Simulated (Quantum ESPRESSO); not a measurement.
How far to go with the k-point mesh: ZnTe (R3m, 2 atoms in the cell)

```
CELL_PARAMETERS angstrom
      0.00000     3.04085     3.04085
      3.04085     0.00000     3.04085
      3.04085     3.04085     0.00000
ATOMIC_POSITIONS crystal
  Zn 0.00475 0.00475 0.00475
  Te 0.25000 0.25000 0.25000
```

Computed with PBE, GBRV 1.5 ultrasoft (PBE) pseudopotentials (plane waves; Quantum ESPRESSO).

Base settings: ecutwfc = 50 Ry; ecutrho = 250 Ry; occupations = smearing; smearing = fd; degauss = 0.0036749 Ry; potentials = {Zn: zn_pbe_v1.uspp.F.UPF, Te: te_pbe_v1.uspp.F.UPF}; K_POINTS = automatic 5 5 5 0 0 0; conv_thr = 1e-10 Ry.

The second cell is the first with its lattice scaled by 0.98.

Only quantities that move along the ladder and can be compared are tabulated.

The count of work is k-points × plane waves × bands × iterations; it is no time. Core times come from one kind of shared machine, to one figure; runs under 30 s give none.

The starting cell has typed, rounded lattice constants, without a prior relaxation at this level. Its lattice was rescaled by up to half a per cent. One atom was moved a little off its site on purpose. Spin-orbit coupling is off.

```csv
K_POINTS,free energy less the last step's (meV/atom),energy of the compressed cell less the first (meV/atom),pressure (GPa),gap on the mesh (eV),count of work / last,core time / last (rough)
automatic 2 2 2 0 0 0,823.23,109.07,8.05,1.184,0.0045,–
automatic 3 3 3 0 0 0,172.45,61.39,3.77,1.255,0.0068,–
automatic 4 4 4 0 0 0,45.42,50.48,2.80,1.275,0.018,–
automatic 5 5 5 0 0 0,13.81,47.12,2.52,1.282,0.027,–
automatic 6 6 6 0 0 0,4.65,46.19,2.43,1.285,0.046,–
automatic 7 7 7 0 0 0,1.71,45.88,2.38,1.286,0.056,–
automatic 8 8 8 0 0 0,0.66,45.76,2.37,1.286,0.083,–
automatic 9 9 9 0 0 0,0.26,45.74,2.37,1.287,0.11,0.1
automatic 10 10 10 0 0 0,0.11,45.73,2.37,1.287,0.15,0.1
automatic 11 11 11 0 0 0,0.05,45.71,2.37,1.287,0.19,0.2
automatic 12 12 12 0 0 0,0.02,45.72,2.37,1.287,0.24,0.3
automatic 13 13 13 0 0 0,0.01,45.71,2.37,1.287,0.30,0.3
automatic 17 17 17 0 0 0,-0.01,45.72,2.37,1.287,0.63,0.5
automatic 20 20 20 0 0 0,0.00,45.71,2.37,1.287,1.0,1
```

Coarsest K_POINTS that holds the free energy within 1 meV/atom of the last step, with all finer ones: automatic 8 8 8 0 0 0, at 0.083 of the last step's count of work; the step before is off by 1.7 meV/atom.

Coarsest K_POINTS that holds the pressure within 0.05 GPa of the last step, with all finer ones: automatic 7 7 7 0 0 0, at 0.056 of the last step's count of work; the step before is off by 0.06 GPa.

Coarsest K_POINTS that holds the energy of the compressed cell less the first within 1 meV/atom of the last step, with all finer ones: automatic 6 6 6 0 0 0, at 0.046 of the last step's count of work; the step before is off by 1.4 meV/atom.

The energy difference between the two cells stays within 1 meV/atom of the last step's from automatic 6 6 6 0 0 0 on, the total only from automatic 8 8 8 0 0 0 on: much of the error is common to both cells and cancels.
